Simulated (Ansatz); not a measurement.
Runs of Ansatz 0.2.0 on WS2. The cell holds a slab with vacuum, 3 atoms: a = 3.184 Å, b = 3.184 Å, c = 16.951 Å, α = 90.00°, β = 90.00°, γ = 120.00°. 

```csv
task,level,spin,cell,k mesh,smearing,points for each segment of the path,gap on the mesh (eV),largest force (eV/Å)
single point,PBE,off,as given,10 × 10 × 2,gaussian 0.019 eV,-,1.99,0.26
single point,PBE,off,as given,10 × 10 × 2,gaussian 0.016 eV,-,1.99,0.26
band structure,PBEsol,"SOC, no magnetisation",as given,7 × 7 × 2,fermi-dirac 0.05 eV,14,-,0.13
relaxation of cell and atoms,PBEsol,off,relaxed,10 × 10 × 2,fermi-dirac 0.05 eV,-,(a),-
single point,PBE,off,as given,10 × 10 × 2,gaussian 0.022 eV,-,1.99,0.26
```

Alike in all rows: potentials or basis Ansatz PAW; cutoff (eV) 420.

Task: Estimate the missing entries.

Result: (a) 2.24.

Caveats: spin-orbit coupling is left out, which moves the levels of the heavy elements (some runs); the PAW data sets come from PBE, with cores solved anew for the run's functional, which leaves a small shift of forces and pressure (some runs); the plane-wave basis is chosen anew once the cell has moved, so the energies of steps on either side of that aren't comparable (some runs).

A k mesh can miss the band edges, and rows without SOC leave out spin-orbit coupling on W.
